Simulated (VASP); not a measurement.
# Zr2C (P6/mmm) in VASP: relaxation of cell and atoms with PBE

Aim: the relaxation of cell and atoms of Zr2C with PBE.

Everything below comes from runs of VASP 6.6.1. Logs are shortened: lines on timing, memory, paths and dates and some standing lists are left out, and cuts for length are marked.

### Step 1. The crystal as given

It takes space group P6/mmm (No. 191, hexagonal). Conventional cell: a = 4.541 Å, b = 4.541 Å, c = 2.756 Å, α = 90.00°, β = 90.00°, γ = 120.00°. Zr (site symmetry -6m2) is surrounded by 5 Zr at 2.62 to 2.76 Å and 6 C at 2.96 Å. C (site symmetry 6/mmm) is surrounded by 2 C at 2.76 Å and 12 Zr at 2.96 Å.

The cell was built by a generator and needn't be a form met in nature.

### Step 2. Relaxation of cell and atoms, PBE

Input file INCAR:

```
SYSTEM = Zr2C
PREC     = Accurate       ! precision mode
ENCUT    = 600            ! plane-wave cutoff, eV
EDIFF    = 1E-6           ! SCF threshold, eV
ISMEAR   = 0              ! smearing method
SIGMA    = 0.05           ! smearing width, eV
LREAL    = .FALSE.        ! projectors in reciprocal space
LASPH    = .TRUE.         ! aspherical terms in the spheres
NELM     = 100            ! most SCF steps
ALGO     = Fast           ! electronic algorithm
ISIF     = 3              ! what is computed and relaxed
LWAVE    = .FALSE.        ! write WAVECAR
LCHARG   = .FALSE.        ! write CHGCAR
GGA      = PE             ! functional
IBRION   = 2              ! ionic algorithm
NSW      = 60             ! ionic steps
EDIFFG   = -0.01          ! ionic threshold
```

Input file KPOINTS:

```
Automatic mesh
0
G
  7 7 10
  0 0 0
```

Input file POSCAR:

```
Zr2C
1.0
    4.5413600000      0.0000000000      0.0000000000
   -2.2706800000      3.9329300000      0.0000000000
    0.0000000000      0.0000000000      2.7564600000
Zr C
2 1
Direct
    0.3333300000      0.6666700000      0.0000000000
    0.6666700000      0.3333300000      0.0000000000
    0.0000000000      0.0000000000      0.5000000000
```

Potentials or basis: VASP PAW PBE potentials, release 64 (Zr_sv, C).

On the command line:

```console
$ cat potpaw_PBE.64/Zr_sv/POTCAR potpaw_PBE.64/C/POTCAR > POTCAR
$ mpirun -np 1 vasp_std > vasp.out
```

OUTCAR:

```text
SYSTEM = Zr2C
   PREC = Accurate
   ENCUT = 600
   EDIFF = 1E-6
   ISMEAR = 0
   LREAL = .FALSE.
   LASPH = .TRUE.
   NELM = 100
   ISIF = 3
   GGA = PE
   IBRION = 2
   NSW = 60
   EDIFFG = -0.01

 ion  position               nearest neighbor table
   1  0.333  0.667  0.000-   2 2.62   2 2.62   2 2.62   3 2.96   3 2.96   3 2.96   3 2.96   3 2.96
                             3 2.96   2 3.80   2 3.80   2 3.80   2 3.80   2 3.80   2 3.80
   2  0.667  0.333  0.000-   1 2.62   1 2.62   1 2.62   3 2.96   3 2.96   3 2.96   3 2.96   3 2.96
                             3 2.96   1 3.80   1 3.80   1 3.80   1 3.80   1 3.80   1 3.80
   3  0.000  0.000  0.500-   1 2.96   2 2.96   1 2.96   2 2.96   1 2.96   1 2.96   2 2.96   2 2.96
                             2 2.96   2 2.96   1 2.96   1 2.96

  LATTYP: Found a hexagonal cell.
 ALAT       =     4.5413600000
 C/A-ratio  =     0.6069679567

  Lattice vectors:

 A1 = (   4.5413600000,   0.0000000000,   0.0000000000)
 A2 = (  -2.2706800000,   3.9329300000,   0.0000000000)
 A3 = (   0.0000000000,   0.0000000000,   2.7564600000)

Analysis of symmetry for initial positions (statically):
=====================================================================
 Subroutine PRICEL returns:
 Original cell was already a primitive cell.

 Routine SETGRP: Setting up the symmetry group for a
 hexagonal supercell.

 Subroutine GETGRP returns: Found  8 space group operations
 (whereof  8 operations were pure point group operations)
 out of a pool of 24 trial point group operations.

The static configuration has the point symmetry D_2h.

Analysis of symmetry for dynamics (positions and initial velocities):
=====================================================================
 Subroutine PRICEL returns:
 Original cell was already a primitive cell.

 Routine SETGRP: Setting up the symmetry group for a
 hexagonal supercell.

 Subroutine GETGRP returns: Found  8 space group operations
 (whereof  8 operations were pure point group operations)
 out of a pool of 24 trial point group operations.

The dynamic configuration has the point symmetry D_2h.

 Subroutine INISYM returns: Found  8 space group operations
 (whereof  8 operations are pure point group operations),
 and found     1 'primitive' translations

----------------------------------------------------------------------------------------

                                     Primitive cell

  volume of cell :      49.2327

  direct lattice vectors                    reciprocal lattice vectors
     4.541360000  0.000000000  0.000000000     0.220198355  0.127131680  0.000000000
    -2.270680000  3.932930000  0.000000000     0.000000000  0.254263361  0.000000000
     0.000000000  0.000000000  2.756460000     0.000000000  0.000000000  0.362784151

  length of vectors
     4.541360000  4.541357291  2.756460000     0.254263209  0.254263361  0.362784151

  position of ions in fractional coordinates (direct lattice)
     0.333330000  0.666670000  0.000000000
     0.666670000  0.333330000  0.000000000
     0.000000000  0.000000000  0.500000000

  ion indices of the primitive-cell ions
   primitive index   ion index
                 1           1
                 2           2
                 3           3

----------------------------------------------------------------------------------------

 KPOINTS: Automatic mesh

Automatic generation of k-mesh.
 Grid dimensions read from file:
 generate k-points for:    7    7   10

 Generating k-lattice:

  Cartesian coordinates                     Fractional coordinates (reciprocal lattice)
     0.031456908  0.018161669  0.000000000     0.142857143  0.000000000  0.000000000
     0.000000000  0.036323337  0.000000000     0.000000000  0.142857143  0.000000000
     0.000000000  0.000000000  0.036278415     0.000000000  0.000000000  0.100000000

  Length of vectors
     0.036323316  0.036323337  0.036278415

  Shift w.r.t. Gamma in fractional coordinates (k-lattice)
     0.000000000  0.000000000  0.000000000

 Subroutine IBZKPT returns following result:
 ===========================================

 Found     96 irreducible k-points:

 Following reciprocal coordinates:
            Coordinates               Weight
  0.000000  0.000000  0.000000      1.000000
  0.142857 -0.000000  0.000000      4.000000
 -0.142857  0.142857  0.000000      2.000000
  0.285714  0.000000  0.000000      4.000000
 -0.285714  0.285714  0.000000      2.000000
  0.428571 -0.000000  0.000000      4.000000
[... 16 lines left out ...]
 -0.428571  0.428571  0.100000      4.000000
  0.142857  0.142857  0.100000      4.000000
 [... further k-points ...]
   k-points           NKPTS =     96   k-points in BZ     NKDIM =     96   number of bands    NBANDS=     18
   number of dos      NEDOS =    301   number of ions     NIONS =      3
   total plane-waves  NPLWV =  31104
   dimension x,y,z NGX =    36 NGY =   36 NGZ =   24
   dimension x,y,z NGXF=    72 NGYF=   72 NGZF=   48
   ions per type =               2   1
   NGX,Y,Z   is equivalent  to a cutoff of  13.18, 13.18, 14.47 a.u.
   NGXF,Y,Z  is equivalent  to a cutoff of  26.36, 26.36, 28.95 a.u.
 SYSTEM =  Zr2C
   PREC   = accura    normal or accurate (medium, high low for compatibility)
   ISTART =      0    job   : 0-new  1-cont  2-samecut
   ICHARG =      2    charge: 1-file 2-atom 10-const
   ISPIN  =      1    spin polarized calculation?
   LNONCOLLINEAR =      F non collinear calculations
   LSORBIT =      F    spin-orbit coupling
   LASPH  =      T    aspherical Exc in radial PAW
   ENCUT  =  600.0 eV  44.10 Ry    6.64 a.u.   9.07  9.07  5.51*2*pi/ulx,y,z
   NELM   =    100;   NELMIN=  2; NELMDL= -5     # of ELM steps
   EDIFF  = 0.1E-05   stopping-criterion for ELM
   LREAL  =      F    real-space projection
   EDIFFG = -.1E-01   stopping-criterion for IOM
   NSW    =     60    number of steps for IOM
   IBRION =      2    ionic relax: 0-MD 1-quasi-New 2-CG
   NFREE  =      1    steps in history (QN), initial steepest desc. (CG)
   ISIF   =      3    stress and relaxation
   ISYM   =      2    0-nonsym 1-usesym 2-fastsym
   POTIM  = 0.5000    time-step for ionic-motion
   TEBEG  =    0.0;   TEEND  =   0.0 temperature during run
   PSTRESS=    0.0 pullay stress
   NELECT =      28.0000    total number of electrons
   NUPDOWN=      -1.0000    fix difference up-down
   EMIN   =  10.00;   EMAX   =-10.00  energy-range for DOS
   EFERMI =   0.00;   METHOD = LEGACY
   ISMEAR =     0;   SIGMA  =   0.05  broadening in eV -4-tet -1-fermi 0-gaus
   EFERMI_NEDOS =   21; number of points for ismear=-14 and -15
   IALGO  =     68    algorithm
   IMIX   =      4    mixing-type and parameters
     AMIX     =   0.40;   BMIX     =  1.00
     AMIX_MAG =   1.60;   BMIX_MAG =  1.00
  volume/ion in A,a.u.               =      16.41       110.75
  Fermi-wavevector in a.u.,A,eV,Ry     =   1.356364  2.563156 25.030952  1.839723
  Thomas-Fermi vector in A             =   2.483373
   LORBIT       =      0    0 simple, 1 ext, 2 COOP (PROOUT), +10 PAW based schemes
   GGA     = PE    functional components
   LHFCALC =     F    Hartree Fock is set to
   AEXX    =    0.0000 exact exchange contribution
   IVDW    =     0    specifies the selected vdW correction
   LEPSILON=     F    determine dielectric tensor
   LRPA    =     F    only Hartree local field effects (RPA)
 conjugate gradient relaxation of ions
 non-spin polarized calculation
 RMM-DIIS sequential band-by-band and
 Gauss-broadening in eV      SIGMA  =   0.05
  energy-cutoff  :      600.00
  volume of cell :       49.23
 maximum number of plane-waves:      1661
   NGX = 19   NGY = 19   NGZ = 11

--------------------------------------- Ionic step        1  -------------------------------------------

 number of electron      28.0000000 magnetization

 Free energy of the ion-electron system (eV)
  ---------------------------------------------------
  ext. energy  EPLUGINS =         0.00000000
  ---------------------------------------------------
  free energy    TOTEN  =       -20.94041932 eV

  energy without entropy =      -20.93372971  energy(sigma->0) =      -20.93707451

------------------------ aborting loop because EDIFF is reached ----------------------------------------

  FORCE on cell =-STRESS in cart. coord.  units (eV):
  Direction    XX          YY          ZZ          XY          YZ          ZX
  --------------------------------------------------------------------------------------
  -------------------------------------------------------------------------------------
  Total        0.1561129      0.1569470     -0.0023425      0.0007226      0.0000000      0.0000000
  in kB        5.0803726      5.1075164     -0.0762333      0.0235142      0.0000000      0.0000000
  external PRESSURE =       3.3705519 kB  Pullay stress =       0.0000000 kB

 VOLUME and BASIS-vectors are now :
 -----------------------------------------------------------------------------
  energy-cutoff  :      600.00
  volume of cell :       49.23
      direct lattice vectors                 reciprocal lattice vectors
     4.541360000  0.000000000  0.000000000     0.220198355  0.127131680  0.000000000
    -2.270680000  3.932930000  0.000000000     0.000000000  0.254263361  0.000000000
     0.000000000  0.000000000  2.756460000     0.000000000  0.000000000  0.362784151
[... 112 lines left out ...]
 POSITION                                       TOTAL-FORCE (eV/Angst)
 -----------------------------------------------------------------------------------
     -0.00000      2.62963      2.75634        -0.000946      0.000546      0.000000
      2.27733      1.31481      0.00000         0.000946     -0.000546      0.000000
      0.00000      0.00000      1.37817         0.000000      0.000000      0.000000
 -----------------------------------------------------------------------------------
    total drift:                                0.000000     -0.000000      0.000000

  FREE ENERGIE OF THE ION-ELECTRON SYSTEM (eV)
  ---------------------------------------------------
  free  energy   TOTEN  =       -20.9408511309 eV

  energy  without entropy=      -20.9341142873  energy(sigma->0) =      -20.93748271

--------------------------------------- Ionic step        5  -------------------------------------------

 number of electron      28.0000000 magnetization

 Free energy of the ion-electron system (eV)
  ---------------------------------------------------
  ext. energy  EPLUGINS =         0.00000000
  ---------------------------------------------------
  free energy    TOTEN  =       -20.94087497 eV

  energy without entropy =      -20.93415115  energy(sigma->0) =      -20.93751306

 E-fermi :   9.4832     XC(G=0): -11.6355

 val. band max:        9.4722770085   @ k =  -0.4286   0.2857   0.4000
 cond. band min:       9.4953146331   @ k =  -0.1429   0.2857   0.5000
 fundamental gap:      0.0230376246
 Fermi energy:         9.4832127509

 k-point     1 :       0.0000    0.0000    0.0000
  band No.  band energies     occupation
      1     -39.4227      2.00000
      2     -38.8169      2.00000
      3     -18.1860      2.00000
      4     -18.1855      2.00000
      5     -16.5059      2.00000
      6     -16.5054      2.00000
[... 10 lines left out ...]
     17      11.7364      0.00000
     18      12.6835      0.00000
[... 463 lines left out ...]
 k-point    24 :       0.1429    0.1429    0.1000
  band No.  band energies     occupation
      1     -39.3261      2.00000
      2     -38.8739      2.00000
      3     -18.2514      2.00000
      4     -17.9866      2.00000
      5     -16.6703      2.00000
      6     -16.5705      2.00000
[... 10 lines left out ...]
     17      10.9824      0.00000
     18      12.4856      0.00000

 [... further k-points ...]

------------------------ aborting loop because EDIFF is reached ----------------------------------------

  FORCE on cell =-STRESS in cart. coord.  units (eV):
  Direction    XX          YY          ZZ          XY          YZ          ZX
  --------------------------------------------------------------------------------------
  -------------------------------------------------------------------------------------
  Total       -0.0129231     -0.0104141      0.0177650      0.0021728      0.0000000      0.0000000
  in kB       -0.4184083     -0.3371754      0.5751762      0.0703492      0.0000000      0.0000000
  external PRESSURE =      -0.0601358 kB  Pullay stress =       0.0000000 kB

 VOLUME and BASIS-vectors are now :
 -----------------------------------------------------------------------------
  energy-cutoff  :      600.00
  volume of cell :       49.49
      direct lattice vectors                 reciprocal lattice vectors
     4.555527523  0.000139370  0.000000000     0.219509669  0.126725114  0.000000000
    -2.277643064  3.945269090  0.000000000    -0.000007754  0.253463659  0.000000000
     0.000000000  0.000000000  2.753295723     0.000000000  0.000000000  0.363201087

 POSITION                                       TOTAL-FORCE (eV/Angst)
 -----------------------------------------------------------------------------------
     -0.00001      2.63028      0.00000        -0.002231      0.001288     -0.000000
      2.27789      1.31513      0.00000         0.002231     -0.001288      0.000000
     -2.27764      3.94527      1.37665        -0.000000      0.000000      0.000000
 -----------------------------------------------------------------------------------
    total drift:                                0.000000     -0.000000     -0.000000

  FREE ENERGIE OF THE ION-ELECTRON SYSTEM (eV)
  ---------------------------------------------------
  free  energy   TOTEN  =       -20.9408749716 eV

  energy  without entropy=      -20.9341511528  energy(sigma->0) =      -20.93751306

 reached required accuracy - stopping structural energy minimisation
```

Run time: 4.1 min. Hardware: 1 thread of Intel Xeon Platinum 8375C at 2.90GHz (Ice Lake), shared host; peak memory 0.25 GiB.

What came out:

```yaml
Free_energy: -20.9409 eV
Relaxed_volume: 16.50 Å³/atom
Relaxed_cell: a = 4.556 Å, b = 4.556 Å, c = 2.753 Å, α = 90.00°, β = 90.00°, γ = 120.00°
Space_group_after_relaxing_to_0.05_Å: P6/mmm (No. 191)
Energy_gained_by_relaxing: 0.2 meV/atom
Ionic_steps: 5
Pressure_after_relaxing: 0.0 GPa
Band_gap_on_the_k_mesh: none (metal or under the smearing width)
```

Forces on the atoms (eV/Å):
```
Zr  -0.002  0.001  0.000
Zr   0.002 -0.001  0.000
C    0.000  0.000  0.000
```

The path:
```tsv
step	energy change (eV)	largest force (eV/Å)	pressure (GPa)	volume (Å³)
1	0.0000	0.0003	0.34	49.23
2	-0.0004	0.0010	-0.05	49.48
3	-0.0004	0.0010	-0.04	49.49
4	-0.0004	0.0011	-0.07	49.52
5	-0.0005	0.0026	-0.01	49.49
```

Final structure:
```cif
data_structure
_symmetry_space_group_name_H-M 'P 1'
_symmetry_Int_Tables_number 1
_cell_length_a 4.5555
_cell_length_b 4.5555
_cell_length_c 2.7533
_cell_angle_alpha 90.000
_cell_angle_beta 90.000
_cell_angle_gamma 119.997
_cell_volume 49.49
loop_
_atom_site_label
_atom_site_type_symbol
_atom_site_fract_x
_atom_site_fract_y
_atom_site_fract_z
_atom_site_occupancy
Zr1 Zr 0.33332 0.66668 0.00000 1
Zr2 Zr 0.66668 0.33332 0.00000 1
C1 C 0.00000 0.00000 0.50000 1
```

Levels at points of the mesh, in eV from the Fermi level:
```tsv
k point	band 12	band 13	band 14	band 15	band 16	band 17
(0.00, 0.00, 0.00)	-2.77	-0.43	0.19	0.94	0.94	2.25
(0.00, 0.00, 0.50)	-2.64	-1.95	-1.95	1.33	1.33	2.18
```

### Step 3. The reference run

An earlier run on the cell as given: functional PBE; potentials or basis VASP PAW PBE potentials, release 64 (Zr_sv, C); cutoff 520 eV; k mesh 7 × 7 × 10; occupations fermi-dirac, width 0.05 eV; no spin polarisation.

- Pressure: 0.4 GPa
- Band gap on the k mesh: none (metal or under the smearing width)
